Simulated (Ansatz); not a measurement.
# Co (bcc): the equilibrium volume

Aim: the volume at which the pressure of Co (bcc) vanishes. The run doesn't test whether this is the element's stable form.

This is Co in the bcc structure; at room conditions it is hcp.

Program: Ansatz 0.2.0. Level of theory: DFT PBE, scalar-relativistic, plane waves, PAW. These are calculated values, not measurements.

## Step 1: The structure to begin with

It takes space group Im-3m (No. 229, cubic). Conventional cell: a = 2.811 Å, b = 2.811 Å, c = 2.811 Å, α = 90.00°, β = 90.00°, γ = 90.00°. Co (site symmetry m-3m) has 8 Co at 2.43 Å as nearest neighbours.

Coordinates:

```
CELL_PARAMETERS angstrom
-1.40552 1.40552 1.40552
1.40552 -1.40552 1.40552
1.40552 1.40552 -1.40552
ATOMIC_POSITIONS crystal
Co 0.00000 0.00000 0.00000
```

The moments start at Co 1.50 μB.

## Step 2: The first run

Contents of input.yaml:

```yaml
crystal:
  lattice:
    - [-1.4055224055, 1.4055224055, 1.4055224055]
    - [1.4055224055, -1.4055224055, 1.4055224055]
    - [1.4055224055, 1.4055224055, -1.4055224055]
  atoms:
    - { symbol: Co, position: [0.0, 0.0, 0.0], spin: 1.5 }
basis:
  ecutwfc: 420
  ecutrho_ratio: 4
kpoints:
  mp_grid: { grid: [20, 20, 20] }
hamiltonian:
  xc: pbe
scf:
  occupations: { method: gaussian, width: 0.05 }
output:
  forces: true
  stress: true
  eigenvalues: true
  populations: true
magnetization:
  spin_polarized: true
```

After this run come: A step to a new volume; A step to a new volume.

What does the calculation give? Wanted: volume; pressure; conventional cell; gap on the mesh; spin moments in spheres.

The runs gave:

| quantity | value |
| --- | --- |
| volume | 11.088 Å³/atom |
| pressure | 0.00 GPa |
| conventional cell | a = 2.809 Å, b = 2.809 Å, c = 2.809 Å, α = 90.00°, β = 90.00°, γ = 90.00° |
| gap on the mesh | none (metal) |
| spin moments in spheres | Co 1.81 μB |

What this shows: All runs shown hold the volume at 11.09 Å³/atom, where the pressure is zero within 0.01 GPa.
